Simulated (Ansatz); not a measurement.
# Structure types of Bi compared at 44 GPa

Structure types of Bi are relaxed in primitive cells with their symmetry kept at 44 GPa, first on PAW files, then by LAPW. The enthalpy is E + pV at zero temperature, without zero-point motion. Only the types listed were tried, and differences under about 5 meV/atom are mesh noise. The real phase may be another.

Level of theory: DFT with PBE, scalar-relativistic, in Ansatz 0.2.0; Fermi–Dirac smearing of 0.1 eV, no spin polarisation. LAPW: all electrons, basis error target 0.5 meV/atom; PAW: frozen-core files, cutoff 420 eV.

k meshes: fcc 15×15×15, bcc 15×15×15, hcp 14×14×8, A7 12×12×12, simple hexagonal 15×15×13, sc 13×13×13.

Spin–orbit coupling is left out, which matters for the heavy atoms.

Q: Which type is lowest in enthalpy, and by how much?

A: bcc, 25 meV/atom below hcp. The whole table:

| start type | ends as | a, b, c (Å) | V (Å³/atom) | H − H(lowest), LAPW (meV/atom) | same, PAW |
| --- | --- | --- | --- | --- | --- |
| fcc | fcc, Fm-3m | 4.452, 4.452, 4.452 | 22.06 | 70.9 | 71.0 |
| bcc | bcc, Im-3m | 3.529, 3.529, 3.529 | 21.98 | 0.0 | 0.0 |
| hcp | hcp, P6_3/mmc | 3.152, 3.152, 5.122 | 22.03 | 24.8 | 24.9 |
| A7 | fcc, Fm-3m | 4.452, 4.452, 4.452 | 22.06 | 76.9 | 77.0 |
| simple hexagonal | simple hexagonal, P6/mmm | 3.043, 3.043, 2.889 | 23.17 | 339.1 | 339.1 |
| sc | sc, Pm-3m | 2.881, 2.881, 2.881 | 23.92 | 562.1 | 562.1 |

Q: Split the lead of bcc over hcp into energy and pV.

A: For hcp less bcc: ΔE = +9.7 meV/atom, and p·ΔV = 44 GPa × +0.0550 Å³ × 6.242 meV/(GPa·Å³) = +15.1 meV/atom, together 24.8 meV/atom. bcc wins on both counts.
